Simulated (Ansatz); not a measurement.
# MoS₂: a line through a two-coordinate scan

One line of a two-coordinate grid on MoS2 (P6_3/mmc, No. 194; 6 atoms in the cell): volume per atom is varied, at c/a of the conventional cell = 4.463.

Program: Ansatz 0.2.0. Level of theory: DFT PBEsol, scalar-relativistic, plane waves, PAW. These are calculated values, not measurements.

72 further runs of the same task are left out: 72 set aside as unsound or not needed.

## 1. The system as given

The structure is hexagonal, space group P6_3/mmc (No. 194). The conventional cell has a = 3.142 Å, b = 3.142 Å, c = 12.570 Å, α = 90.00°, β = 90.00°, γ = 120.00°. Mo (site symmetry -6m2) is surrounded by 6 S at 2.39 Å. Around S (site symmetry 3m) lie 3 Mo at 2.39 Å.

Structure file:

```
CELL_PARAMETERS angstrom
3.14165 0.00000 0.00000
-1.57082 2.72074 0.00000
0.00000 0.00000 12.57026
ATOMIC_POSITIONS crystal
Mo 0.33333 0.66667 0.25000
Mo 0.66667 0.33333 0.75000
S 0.33333 0.66667 0.62599
S 0.66667 0.33333 0.12599
S 0.33333 0.66667 0.87401
S 0.66667 0.33333 0.37401
```

It is the result of an earlier relaxation at this level (volume 17.91 Å³/atom; gap on the mesh: 0.98 eV).

## 2. The scan

The energy is mapped over volume and the cell's shape.

First coordinate, volume per atom: 11 values from 15.76 to 20.06 Å³. Second coordinate, c/a of the conventional cell: 11 values from 3.335 to 4.800.

Nothing else is relaxed (fractional coordinates fixed). Energies count from the relaxed crystal. Points are written as (first, second).

## 3. The run at (15.76 Å³, 4.463)

input.yaml reads:

```yaml
crystal:
  lattice:
    - [2.903001654, 0.0, 0.0]
    - [-1.451500827, 2.5140731795, 0.0]
    - [0.0, 0.0, 12.9555157813]
  atoms:
    - { symbol: Mo, position: [0.3333333333, 0.6666666667, 0.25] }
    - { symbol: Mo, position: [0.6666666667, 0.3333333333, 0.75] }
    - { symbol: S, position: [0.3333333333, 0.6666666667, 0.6259932117] }
    - { symbol: S, position: [0.6666666667, 0.3333333333, 0.1259932117] }
    - { symbol: S, position: [0.3333333333, 0.6666666667, 0.8740067883] }
    - { symbol: S, position: [0.6666666667, 0.3333333333, 0.3740067883] }
basis:
  ecutwfc: 420
kpoints:
  mp_grid: { grid: [12, 12, 4] }
hamiltonian:
  xc: pbesol
scf:
  occupations: { method: cold, width: 0.2 }
output:
  forces: true
  stress: true
  eigenvalues: true
```

Command:

```console
> ansatz run input.yaml --threads 2 --pin off --max-ram 4096MiB --backend cpu --events-out ev --progress --plain --runs-dir out
```

The log of the run (excerpt; [...] marks lines left out):

```text
Warning: RAYON_NUM_THREADS=2 ignored (pool sized by the plan → 2); use --threads N
[...]
Pseudopotentials: kind: paw
Pseudopotential: Mo, paw, valence charge 14, recommended cutoff 420 eV (normal), Mo.paw.azcp
Pseudopotential: S, paw, valence charge 6, recommended cutoff 420 eV (normal), S.paw.azcp
Functional definition: PBEsol
[...]
Crystal: 6 atoms, lattice volume = 94.554 Å³
Basis set: ecut = 420 eV, 1855 PW (Γ), exchange–correlation on 40×40×180 points (8 copies of the dense FFT grid, shifted against one another)
Bands: 32, of which v1, the nominal top of the filled ones, is band 26 counted from 1 (25 counted from 0)
Symmetry: 24 space group operations
Space group: P63/mmc (ITA 194), of the structure as read, at distance tolerance 4.6e-5 Å
k-points: 57 of 576
[...]
SCF iter   1: F=—  HF=-13339.014866 eV  |F-HF|=—  |Δ(HF+E_count)|=         —  Δρ=8.53e-3  dr2=4.49e-2  ethr=1.77e-3  ⟨swp⟩=7.6  Hψ=9135  notcnv=0
[...]
SCF iter   9: F=-13339.011084 eV  HF=-13339.011084 eV  |F-HF|=1.71e-10  |Δ(HF+E_count)|=  9.53e-10  S|Δr|=  2.68e-12  Δρ=3.80e-7  dr2=6.20e-11  ethr=1.00e-12  ⟨swp⟩=3.0  Hψ=4163  notcnv=0
[...]
SCF converged after 9 iterations
Stability not checked: this state was not tested for a lower state beside it, because cold or Methfessel-Paxton smearing, or corrected tetrahedra, fill the levels in a way that the test cannot read (fill_not_monotonic; see scf.lower_state_search)
Free energy (F): -13339.011084 eV
F+E_penalty+E_count: -13339.011086 eV  (lagrangian_ev)
[...]
E sigma→0 (E₀):  -13339.011084 eV
Entropy (-TS):   0.000000 eV (0.000 meV/atom)
Fermi energy:    12.929429 eV
Smearing:        width narrowed from 0.2000 eV (input) to 0.1680 eV after iteration 7, whose occupations did not sum to the number of electrons (Fermi level in a gap)
Step filling:    the computed levels leave a gap of 1.1506 eV = 6.8 smearing widths at the electron count; against every level under it full and every level over it empty, smearing changes F+E_penalty+E_count by +8.20e-8 meV and its σ→0 estimate by -3.98e-6 meV
[...]
--- Forces (eV/Å), atoms counted from 1 ---
  atom   1  Mo     0.00000000     0.00000000     0.00000000
  atom   2  Mo     0.00000000    -0.00000000     0.00000000
  atom   3  S      0.00000000     0.00000000    -0.96355704
  atom   4  S      0.00000000    -0.00000000    -0.96355704
  atom   5  S     -0.00000000     0.00000000     0.96355704
  atom   6  S     -0.00000000    -0.00000000     0.96355704
[...]
--- Stress (GPa, compression-positive) ---
       31.838032      -0.000000       0.000000
        0.000000      31.838032       0.000000
        0.000000       0.000000      10.477842
  P = ⅓ Tr σ = 24.7180 GPa (247.180 kbar)
--- Band table (eV; the first three rows and the last of 57) ---
[...]
```

Run time: 3.8 s. Hardware: 2 threads of AMD EPYC 7R43 (Zen 3), shared host; peak memory 0.48 GiB.

Energy on the map's scale: 222 meV/atom.

## 4. Point (16.19 Å³, 4.463)

input.yaml, as its differences from that of step 3:

```diff
@@ -2,5 +2,5 @@
   lattice:
-    - [2.903001654, 0.0, 0.0]
-    - [-1.451500827, 2.5140731795, 0.0]
-    - [0.0, 0.0, 12.9555157813]
+    - [2.9291085285, 0.0, 0.0]
+    - [-1.4645542643, 2.5366823961, 0.0]
+    - [0.0, 0.0, 13.0720255409]
   atoms:
```

Command:

```console
> ansatz run input.yaml --threads 2 --pin off --max-ram 4096MiB --backend cpu --events-out ev --progress --plain --runs-dir out
```

The log of the run (excerpt; [...] marks lines left out):

```text
Warning: RAYON_NUM_THREADS=2 ignored (pool sized by the plan → 2); use --threads N
[...]
Pseudopotentials: kind: paw
Pseudopotential: Mo, paw, valence charge 14, recommended cutoff 420 eV (normal), Mo.paw.azcp
Pseudopotential: S, paw, valence charge 6, recommended cutoff 420 eV (normal), S.paw.azcp
Functional definition: PBEsol
[...]
Crystal: 6 atoms, lattice volume = 97.128 Å³
Basis set: ecut = 420 eV, 1891 PW (Γ), exchange–correlation on 40×40×180 points (8 copies of the dense FFT grid, shifted against one another)
Bands: 32, of which v1, the nominal top of the filled ones, is band 26 counted from 1 (25 counted from 0)
Symmetry: 24 space group operations
Space group: P63/mmc (ITA 194), of the structure as read, at distance tolerance 4.6e-5 Å
k-points: 57 of 576
[...]
SCF iter   1: F=—  HF=-13339.357047 eV  |F-HF|=—  |Δ(HF+E_count)|=         —  Δρ=8.07e-3  dr2=4.21e-2  ethr=1.77e-3  ⟨swp⟩=7.3  Hψ=9010  notcnv=0
[...]
Smearing:        width narrowed from 0.2000 eV (input) to 0.1650 eV after iteration 7, whose occupations did not sum to the number of electrons (Fermi level in a gap)
Step filling:    the computed levels leave a gap of 1.1266 eV = 6.8 smearing widths at the electron count; against every level under it full and every level over it empty, smearing changes F+E_penalty+E_count by +8.54e-8 meV and its σ→0 estimate by -4.29e-6 meV
[...]
--- Forces (eV/Å), atoms counted from 1 ---
  atom   1  Mo     0.00000000    -0.00000000     0.00000000
  atom   2  Mo    -0.00000000     0.00000000     0.00000000
  atom   3  S     -0.00000000    -0.00000000    -0.40324879
  atom   4  S      0.00000000     0.00000000    -0.40324879
  atom   5  S     -0.00000000    -0.00000000     0.40324879
  atom   6  S      0.00000000     0.00000000     0.40324879
[...]
--- Stress (GPa, compression-positive) ---
       25.253123      -0.000000       0.000000
       -0.000000      25.253123       0.000000
        0.000000       0.000000       4.141794
  P = ⅓ Tr σ = 18.2160 GPa (182.160 kbar)
--- Band table (eV; the first three rows and the last of 57) ---
[...]
```

It took 4.1 s on 2 threads of AMD EPYC 7R43 (Zen 3), shared host; peak memory 0.48 GiB.

Energy on the map's scale: 164 meV/atom.

## 5. Grid point (16.62 Å³, 4.463)

input.yaml, as its differences from that of step 4:

```diff
@@ -2,5 +2,5 @@
   lattice:
-    - [2.9291085285, 0.0, 0.0]
-    - [-1.4645542643, 2.5366823961, 0.0]
-    - [0.0, 0.0, 13.0720255409]
+    - [2.9548174126, 0.0, 0.0]
+    - [-1.4774087063, 2.5589469429, 0.0]
+    - [0.0, 0.0, 13.1867591491]
   atoms:
```

Command:

```console
> ansatz run input.yaml --threads 2 --pin off --max-ram 4096MiB --backend cpu --events-out ev --progress --plain --runs-dir out
```

The log of the run (excerpt; [...] marks lines left out):

```text
[...]
SCF converged after 10 iterations
Stability not checked: this state was not tested for a lower state beside it, because cold or Methfessel-Paxton smearing, or corrected tetrahedra, fill the levels in a way that the test cannot read (fill_not_monotonic; see scf.lower_state_search)
Free energy (F): -13339.601114 eV
F+E_penalty+E_count: -13339.601115 eV  (lagrangian_ev)
[...]
E sigma→0 (E₀):  -13339.601114 eV
Entropy (-TS):   0.000000 eV (0.000 meV/atom)
Fermi energy:    12.025807 eV
Smearing:        width narrowed from 0.2000 eV (input) to 0.1610 eV after iteration 8, whose occupations did not sum to the number of electrons (Fermi level in a gap)
Step filling:    the computed levels leave a gap of 1.1042 eV = 6.9 smearing widths at the electron count; against every level under it full and every level over it empty, smearing changes F+E_penalty+E_count by +7.25e-8 meV and its σ→0 estimate by -3.82e-6 meV
[...]
--- Forces (eV/Å), atoms counted from 1 ---
  atom   1  Mo     0.00000000     0.00000000     0.00000000
  atom   2  Mo     0.00000000    -0.00000000     0.00000000
  atom   3  S      0.00000000     0.00000000     0.10401464
  atom   4  S      0.00000000    -0.00000000     0.10401464
  atom   5  S     -0.00000000     0.00000000    -0.10401464
  atom   6  S      0.00000000    -0.00000000    -0.10401464
[...]
--- Stress (GPa, compression-positive) ---
       19.442386       0.000000       0.000000
        0.000000      19.442386       0.000000
        0.000000       0.000000      -1.390557
  P = ⅓ Tr σ = 12.4981 GPa (124.981 kbar)
--- Band table (eV; the first three rows and the last of 57) ---
[...]
```

Run time: 4.8 s. Hardware: 2 threads of AMD EPYC 7R43 (Zen 3), shared host; peak memory 0.47 GiB.

That is 123 meV/atom from the zero.

## 6. The run at (17.05 Å³, 4.463)

input.yaml, as its differences from that of step 5:

```diff
@@ -2,5 +2,5 @@
   lattice:
-    - [2.9548174126, 0.0, 0.0]
-    - [-1.4774087063, 2.5589469429, 0.0]
-    - [0.0, 0.0, 13.1867591491]
+    - [2.9800865474, 0.0, 0.0]
+    - [-1.4900432737, 2.5808306555, 0.0]
+    - [0.0, 0.0, 13.2995302436]
   atoms:
```

Command:

```console
> ansatz run input.yaml --threads 2 --pin off --max-ram 4096MiB --backend cpu --events-out ev --progress --plain --runs-dir out
```

The log of the run (excerpt; [...] marks lines left out):

```text
[...]
SCF converged after 10 iterations
Stability not checked: this state was not tested for a lower state beside it, because cold or Methfessel-Paxton smearing, or corrected tetrahedra, fill the levels in a way that the test cannot read (fill_not_monotonic; see scf.lower_state_search)
Free energy (F): -13339.761085 eV
F+E_penalty+E_count: -13339.761086 eV  (lagrangian_ev)
[...]
E sigma→0 (E₀):  -13339.761085 eV
Entropy (-TS):   0.000000 eV (0.000 meV/atom)
Fermi energy:    11.604240 eV
Smearing:        width narrowed from 0.2000 eV (input) to 0.1580 eV after iteration 8, whose occupations did not sum to the number of electrons (Fermi level in a gap)
Step filling:    the computed levels leave a gap of 1.0833 eV = 6.9 smearing widths at the electron count; against every level under it full and every level over it empty, smearing changes F+E_penalty+E_count by +7.03e-8 meV and its σ→0 estimate by -3.84e-6 meV
[...]
--- Forces (eV/Å), atoms counted from 1 ---
  atom   1  Mo    -0.00000000     0.00000000     0.00000000
  atom   2  Mo    -0.00000000    -0.00000000     0.00000000
  atom   3  S     -0.00000000     0.00000000     0.56239681
  atom   4  S     -0.00000000    -0.00000000     0.56239681
  atom   5  S     -0.00000000     0.00000000    -0.56239681
  atom   6  S     -0.00000000    -0.00000000    -0.56239681
[...]
--- Stress (GPa, compression-positive) ---
       14.323340       0.000000       0.000000
        0.000000      14.323340       0.000000
        0.000000       0.000000      -6.208665
  P = ⅓ Tr σ = 7.4793 GPa (74.793 kbar)
--- Band table (eV; the first three rows and the last of 57) ---
[...]
```

Run time: 4.8 s. Hardware: 2 threads of AMD EPYC 7R43 (Zen 3), shared host; peak memory 0.48 GiB.

That is 97 meV/atom from the zero.

## 7. The run at (17.48 Å³, 4.463)

input.yaml, as its differences from that of step 6:

```diff
@@ -2,5 +2,5 @@
   lattice:
-    - [2.9800865474, 0.0, 0.0]
-    - [-1.4900432737, 2.5808306555, 0.0]
-    - [0.0, 0.0, 13.2995302436]
+    - [3.0049342683, 0.0, 0.0]
+    - [-1.5024671342, 2.602349413, 0.0]
+    - [0.0, 0.0, 13.4104206526]
   atoms:
```

Command:

```console
> ansatz run input.yaml --threads 2 --pin off --max-ram 4096MiB --backend cpu --events-out ev --progress --plain --runs-dir out
```

The log of the run (excerpt; [...] marks lines left out):

```text
Warning: RAYON_NUM_THREADS=2 ignored (pool sized by the plan → 2); use --threads N
[...]
Pseudopotentials: kind: paw
Pseudopotential: Mo, paw, valence charge 14, recommended cutoff 420 eV (normal), Mo.paw.azcp
Pseudopotential: S, paw, valence charge 6, recommended cutoff 420 eV (normal), S.paw.azcp
Functional definition: PBEsol
[...]
Crystal: 6 atoms, lattice volume = 104.868 Å³
Basis set: ecut = 420 eV, 1965 PW (Γ), exchange–correlation on 48×48×180 points (8 copies of the dense FFT grid, shifted against one another)
Bands: 32, of which v1, the nominal top of the filled ones, is band 26 counted from 1 (25 counted from 0)
Symmetry: 24 space group operations
Space group: P63/mmc (ITA 194), of the structure as read, at distance tolerance 4.7e-5 Å
k-points: 57 of 576
[...]
SCF iter   1: F=—  HF=-13339.843291 eV  |F-HF|=—  |Δ(HF+E_count)|=         —  Δρ=7.12e-3  dr2=3.68e-2  ethr=1.77e-3  ⟨swp⟩=6.7  Hψ=8414  notcnv=0
[...]
Smearing:        width narrowed from 0.2000 eV (input) to 0.1550 eV after iteration 8, whose occupations did not sum to the number of electrons (Fermi level in a gap)
Step filling:    the computed levels leave a gap of 1.0636 eV = 6.9 smearing widths at the electron count; against every level under it full and every level over it empty, smearing changes F+E_penalty+E_count by +6.61e-8 meV and its σ→0 estimate by -3.76e-6 meV
[...]
--- Forces (eV/Å), atoms counted from 1 ---
  atom   1  Mo    -0.00000000     0.00000000     0.00000000
  atom   2  Mo     0.00000000    -0.00000000     0.00000000
  atom   3  S     -0.00000000     0.00000000     0.97680718
  atom   4  S      0.00000000    -0.00000000     0.97680718
  atom   5  S      0.00000000     0.00000000    -0.97680718
  atom   6  S      0.00000000    -0.00000000    -0.97680718
[...]
--- Stress (GPa, compression-positive) ---
        9.811315       0.000000       0.000000
       -0.000000       9.811315       0.000000
        0.000000       0.000000     -10.402959
  P = ⅓ Tr σ = 3.0732 GPa (30.732 kbar)
--- Band table (eV; the first three rows and the last of 57) ---
[...]
```

Wall time 5.5 s (2 threads of AMD EPYC 7R43 (Zen 3), shared host); peak memory 0.51 GiB.

On the map this point reads 83 meV/atom.

## 8. Grid point (17.91 Å³, 4.463)

input.yaml, as its differences from that of step 7:

```diff
@@ -2,5 +2,5 @@
   lattice:
-    - [3.0049342683, 0.0, 0.0]
-    - [-1.5024671342, 2.602349413, 0.0]
-    - [0.0, 0.0, 13.4104206526]
+    - [3.0293568194, 0.0, 0.0]
+    - [-1.5146784097, 2.6234999627, 0.0]
+    - [0.0, 0.0, 13.5194136138]
   atoms:
```

Command:

```console
> ansatz run input.yaml --threads 2 --pin off --max-ram 4096MiB --backend cpu --events-out ev --progress --plain --runs-dir out
```

The log of the run (excerpt; [...] marks lines left out):

```text
[...]
SCF converged after 10 iterations
Stability not checked: this state was not tested for a lower state beside it, because cold or Methfessel-Paxton smearing, or corrected tetrahedra, fill the levels in a way that the test cannot read (fill_not_monotonic; see scf.lower_state_search)
Free energy (F): -13339.862953 eV
F+E_penalty+E_count: -13339.862954 eV  (lagrangian_ev)
[...]
E sigma→0 (E₀):  -13339.862953 eV
Entropy (-TS):   0.000000 eV (0.000 meV/atom)
Fermi energy:    10.815398 eV
Smearing:        width narrowed from 0.2000 eV (input) to 0.1520 eV after iteration 8, whose occupations did not sum to the number of electrons (Fermi level in a gap)
Step filling:    the computed levels leave a gap of 1.0450 eV = 6.9 smearing widths at the electron count; against every level under it full and every level over it empty, smearing changes F+E_penalty+E_count by +6.04e-8 meV and its σ→0 estimate by -3.59e-6 meV
[...]
--- Forces (eV/Å), atoms counted from 1 ---
  atom   1  Mo     0.00000000     0.00000000     0.00000000
  atom   2  Mo     0.00000000    -0.00000000     0.00000000
  atom   3  S     -0.00000000    -0.00000000     1.35128364
  atom   4  S      0.00000000     0.00000000     1.35128364
  atom   5  S      0.00000000    -0.00000000    -1.35128364
  atom   6  S      0.00000000     0.00000000    -1.35128364
[...]
--- Stress (GPa, compression-positive) ---
        5.835898      -0.000000       0.000000
       -0.000000       5.835898       0.000000
        0.000000       0.000000     -14.048532
  P = ⅓ Tr σ = -0.7922 GPa (-7.922 kbar)
--- Band table (eV; the first three rows and the last of 57) ---
[...]
```

It took 5.1 s on 2 threads of AMD EPYC 7R43 (Zen 3), shared host; peak memory 0.5 GiB.

That is 80 meV/atom from the zero.

## 9. Point (18.34 Å³, 4.463)

input.yaml, as its differences from that of step 8:

```diff
@@ -2,5 +2,5 @@
   lattice:
-    - [3.0293568194, 0.0, 0.0]
-    - [-1.5146784097, 2.6234999627, 0.0]
-    - [0.0, 0.0, 13.5194136138]
+    - [3.0533774444, 0.0, 0.0]
+    - [-1.5266887222, 2.6443024342, 0.0]
+    - [0.0, 0.0, 13.6266128588]
   atoms:
```

Command:

```console
> ansatz run input.yaml --threads 2 --pin off --max-ram 4096MiB --backend cpu --events-out ev --progress --plain --runs-dir out
```

The log of the run (excerpt; [...] marks lines left out):

```text
[...]
SCF converged after 10 iterations
Stability not checked: this state was not tested for a lower state beside it, because cold or Methfessel-Paxton smearing, or corrected tetrahedra, fill the levels in a way that the test cannot read (fill_not_monotonic; see scf.lower_state_search)
Free energy (F): -13339.822352 eV
F+E_penalty+E_count: -13339.822353 eV  (lagrangian_ev)
[...]
E sigma→0 (E₀):  -13339.822352 eV
Entropy (-TS):   0.000000 eV (0.000 meV/atom)
Fermi energy:    10.445917 eV
Smearing:        width narrowed from 0.2000 eV (input) to 0.1490 eV after iteration 8, whose occupations did not sum to the number of electrons (Fermi level in a gap)
Step filling:    the computed levels leave a gap of 1.0273 eV = 6.9 smearing widths at the electron count; against every level under it full and every level over it empty, smearing changes F+E_penalty+E_count by +5.39e-8 meV and its σ→0 estimate by -3.34e-6 meV
[...]
--- Forces (eV/Å), atoms counted from 1 ---
  atom   1  Mo     0.00000000    -0.00000000    -0.00000000
  atom   2  Mo     0.00000000     0.00000000     0.00000000
  atom   3  S     -0.00000000    -0.00000000     1.68986304
  atom   4  S     -0.00000000    -0.00000000     1.68986304
  atom   5  S      0.00000000    -0.00000000    -1.68986304
  atom   6  S      0.00000000    -0.00000000    -1.68986304
[...]
--- Stress (GPa, compression-positive) ---
        2.331775       0.000000      -0.000000
       -0.000000       2.331775       0.000000
       -0.000000       0.000000     -17.214728
  P = ⅓ Tr σ = -4.1837 GPa (-41.837 kbar)
--- Band table (eV; the first three rows and the last of 57) ---
[...]
```

Run time: 4.6 s. Hardware: 2 threads of AMD EPYC 7R43 (Zen 3), shared host; peak memory 0.51 GiB.

Energy on the map's scale: 86 meV/atom.

## 10. Point (19.20 Å³, 4.463)

input.yaml, as its differences from that of step 9:

```diff
@@ -2,5 +2,5 @@
   lattice:
-    - [3.0533774444, 0.0, 0.0]
-    - [-1.5266887222, 2.6443024342, 0.0]
-    - [0.0, 0.0, 13.6266128588]
+    - [3.1003842337, 0.0, 0.0]
+    - [-1.5501921169, 2.6850115079, 0.0]
+    - [0.0, 0.0, 13.8363947584]
   atoms:
```

Command:

```console
> ansatz run input.yaml --threads 2 --pin off --max-ram 4096MiB --backend cpu --events-out ev --progress --plain --runs-dir out
```

The log of the run (excerpt; [...] marks lines left out):

```text
Warning: RAYON_NUM_THREADS=2 ignored (pool sized by the plan → 2); use --threads N
[...]
Pseudopotentials: kind: paw
Pseudopotential: Mo, paw, valence charge 14, recommended cutoff 420 eV (normal), Mo.paw.azcp
Pseudopotential: S, paw, valence charge 6, recommended cutoff 420 eV (normal), S.paw.azcp
Functional definition: PBEsol
[...]
Crystal: 6 atoms, lattice volume = 115.182 Å³
Basis set: ecut = 420 eV, 2231 PW (Γ), exchange–correlation on 48×48×192 points (8 copies of the dense FFT grid, shifted against one another)
Bands: 32, of which v1, the nominal top of the filled ones, is band 26 counted from 1 (25 counted from 0)
Symmetry: 24 space group operations
Space group: P63/mmc (ITA 194), of the structure as read, at distance tolerance 4.9e-5 Å
k-points: 57 of 576
[...]
SCF iter   1: F=—  HF=-13339.590562 eV  |F-HF|=—  |Δ(HF+E_count)|=         —  Δρ=6.57e-3  dr2=3.66e-2  ethr=1.77e-3  ⟨swp⟩=5.8  Hψ=7758  notcnv=0
[...]
Smearing:        width narrowed from 0.2000 eV (input) to 0.1440 eV after iteration 8, whose occupations did not sum to the number of electrons (Fermi level in a gap)
Step filling:    the computed levels leave a gap of 0.9940 eV = 6.9 smearing widths at the electron count; against every level under it full and every level over it empty, smearing changes F+E_penalty+E_count by +4.88e-8 meV and its σ→0 estimate by -3.26e-6 meV
[...]
--- Forces (eV/Å), atoms counted from 1 ---
  atom   1  Mo    -0.00000000     0.00000000     0.00000000
  atom   2  Mo     0.00000000    -0.00000000     0.00000000
  atom   3  S      0.00000000     0.00000000     2.27414908
  atom   4  S     -0.00000000    -0.00000000     2.27414908
  atom   5  S      0.00000000     0.00000000    -2.27414908
  atom   6  S     -0.00000000    -0.00000000    -2.27414908
[...]
--- Stress (GPa, compression-positive) ---
       -3.491725      -0.000000       0.000000
       -0.000000      -3.491725       0.000000
        0.000000       0.000000     -22.348041
  P = ⅓ Tr σ = -9.7772 GPa (-97.772 kbar)
--- Band table (eV; the first three rows and the last of 57) ---
[...]
```

Wall time 5.1 s (2 threads of AMD EPYC 7R43 (Zen 3), shared host); peak memory 0.52 GiB.

That is 125 meV/atom from the zero.

[end of part 1 of 2]
